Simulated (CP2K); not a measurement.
PbS:

```
CELL_PARAMETERS angstrom
6.34207 0.00000 0.00000
-4.97778 3.92983 0.00000
0.00000 0.00000 4.27932
ATOMIC_POSITIONS crystal
Pb 0.13056 0.86944 0.25000
Pb 0.86944 0.13056 0.75000
S 0.35480 0.64520 0.25000
S 0.64520 0.35480 0.75000
```

Measurements of this composition are mostly on another form, of space group No. 225.

Base run:

* Program: CP2K 2026.2
* Functional: PBE
* Potentials or basis: POTENTIAL_UZH Pb GTH-PBE-q4, S GTH-PBE-q6; TZVP-MOLOPT-PBE-GTH basis
* Density cutoff: 6123 eV
* k mesh: 7 × 7 × 6
* Occupations: fermi-dirac, width 0.01 eV
* Spin: no spin polarisation

Its results: band gap on the k mesh 1.19 eV, indirect (least direct gap 1.40 eV); pressure 1.8 GPa; largest force 0.216 eV/Å.

Question: The run is repeated on the same cell with these changes: functional from PBE to PBEsol; occupations from fermi-dirac, width 0.01 eV to fermi-dirac, width 0.1 eV. What comes out?

Answer: Band gap on the k mesh 1.10 eV, indirect (least direct gap 1.29 eV); pressure 0.4 GPa; largest force 0.270 eV/Å.

Caveats: spin-orbit coupling is left out, which as a rule narrows the gap of such compounds by several tenths of an eV; the mesh misses the band edges, which the band path finds closer together; the basis of atomic orbitals isn't converged, which shifts pressures, moduli and gaps; the potentials were made for another functional, which shifts forces and pressure (some runs).
